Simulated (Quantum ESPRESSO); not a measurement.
Runs of Quantum ESPRESSO 7.5 on KTaO3. Symmetry: Pm-3m, No. 221, cubic system. Conventional cell: a = 3.988 Å, b = 3.988 Å, c = 3.988 Å, α = 90.00°, β = 90.00°, γ = 90.00°. Ta (site symmetry m-3m) has 6 O at 1.99 Å as nearest neighbours. Around K (site symmetry m-3m) lie 12 O at 2.82 Å. O (site symmetry 4/mmm) is surrounded by 2 Ta at 1.99 Å. 

```tsv
level	potentials or basis	form of the LDA correlation	pressure (GPa)
BLYP	GBRV 1.5 PBE	-	(b)
LDA	GBRV 1.5 LDA	PZ81	-5.1
PBEsol	GBRV 1.5 PBEsol	-	-0.1
AM05	GBRV 1.5 PBE	-	(a)
WC	GBRV 1.5 PBE	-	0.8
```

Alike in all rows: task dielectric tensor; no spin polarisation; cell as given; k mesh 6 × 6 × 6, shifted; cutoff (eV) 762; smearing fermi-dirac 0.05 eV.

Q: Estimate the missing entries.

A: (a) 1.3; (b) 11.0.

Caveats: the potentials were made for another functional, which shifts forces and pressure (some runs); the cell is more than 3 GPa from zero pressure, which shifts response properties (some runs).

Runs at the PBE level aren't shown here.
